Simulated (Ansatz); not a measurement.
Molecular dynamics on a 2×2×1 supercell (12 atoms) of Te (P3_121), relaxed with r2SCAN+rVV10. Forces come from r2SCAN in Ansatz 0.2.0: Langevin thermostat and barostat (NPT), 1300 K, steps of 1.5 fs. Spin polarisation is off, nuclei are classical, and the run is far too short for thermal averages.

```yaml
crystal:
  lattice:
    - [8.942515454, 0.0, 0.0]
    - [-4.471257727, 7.7444455569, 0.0]
    - [0.0, 0.0, 5.9487470213]
  atoms:
    - { symbol: Te, position: [0.1320960326, 0.0, 0.3333333333] }
    - { symbol: Te, position: [0.0, 0.1320960326, 0.6666666667] }
    - { symbol: Te, position: [0.3679039674, 0.3679039674, 0.0] }
    - { symbol: Te, position: [0.1320960326, 0.5, 0.3333333333] }
    - { symbol: Te, position: [0.0, 0.6320960326, 0.6666666667] }
    - { symbol: Te, position: [0.3679039674, 0.8679039674, 0.0] }
    - { symbol: Te, position: [0.6320960326, 0.0, 0.3333333333] }
    - { symbol: Te, position: [0.5, 0.1320960326, 0.6666666667] }
    - { symbol: Te, position: [0.8679039674, 0.3679039674, 0.0] }
    - { symbol: Te, position: [0.6320960326, 0.5, 0.3333333333] }
    - { symbol: Te, position: [0.5, 0.6320960326, 0.6666666667] }
    - { symbol: Te, position: [0.8679039674, 0.8679039674, 0.0] }
kpoints:
  mp_grid: { grid: [3, 3, 2] }
hamiltonian:
  xc: r2scan
scf:
  occupations: { method: fermi_dirac, width: 0.112 }
md:
  ensemble: npt_langevin
  temperature: 1300
  timestep: 1.5
  n_steps: 40
  initial_velocities: maxwell_boltzmann
  seed: 6003
```

Command: `ansatz run input.yaml --threads 4 --pin off --max-ram 5529MiB --backend cpu --events-out ev --progress --plain --runs-dir out`. It ended after 7.6 min on 4 threads of Arm Neoverse N1, with other jobs on the host, load about 0.9 per core; peak host memory 2.5 GiB.

```tsv
step	t (fs)	T (K)	free energy F from step 0 (meV/atom)	kinetic energy (meV/atom)	pressure (GPa)	volume (Å³/atom)	largest force (eV/Å)
0	0	1192	0.0	154.0	1.32	34.33	0.03
1	1.5	1139	0.1	147.2	1.35	34.33	0.08
2	3	1024	0.4	132.4	1.35	34.32	0.12
3	4.5	996	0.9	128.7	1.38	34.33	0.17
4	6	1003	1.7	129.6	1.44	34.32	0.23
5	7.5	1030	2.8	133.1	1.51	34.31	0.31
6	9	930	4.1	120.2	1.53	34.30	0.38
7	10.5	1049	5.7	135.6	1.65	34.28	0.45
8	12	1114	7.5	144.0	1.75	34.26	0.52
9	13.5	1057	9.4	136.6	1.76	34.26	0.59
```

The temperature starts at 1192 K, is lowest at step 6 (930 K, 9 fs) and ends at 1057 K. The job's limit cut the run after 9 of 40 steps.

Positions (Å) and forces (eV/Å) at step 9:
```
cell (Å): 8.936 0.000 0.000; -4.468 7.739 0.000; 0.000 0.000 5.945
Te   1.188   0.013   1.977    -0.094  -0.076   0.017
Te  -0.603   0.943   3.984     0.069   0.310  -0.157
Te   1.651   2.830  -0.029     0.164   0.306   0.123
Te  -1.063   3.912   1.970     0.218  -0.205   0.000
Te  -2.730   4.881   4.005    -0.344   0.264  -0.179
Te  -0.540   6.770  -0.002    -0.407  -0.367  -0.131
Te   5.622  -0.035   1.953     0.352   0.283   0.375
Te   3.876   1.012   3.972    -0.007   0.242  -0.211
Te   6.076   2.894   0.017     0.115  -0.203   0.080
Te   3.478   3.916   1.991    -0.394  -0.120  -0.086
Te   1.626   4.916   3.942     0.189  -0.275   0.044
Te   3.855   6.708   0.002     0.139  -0.159   0.125
```
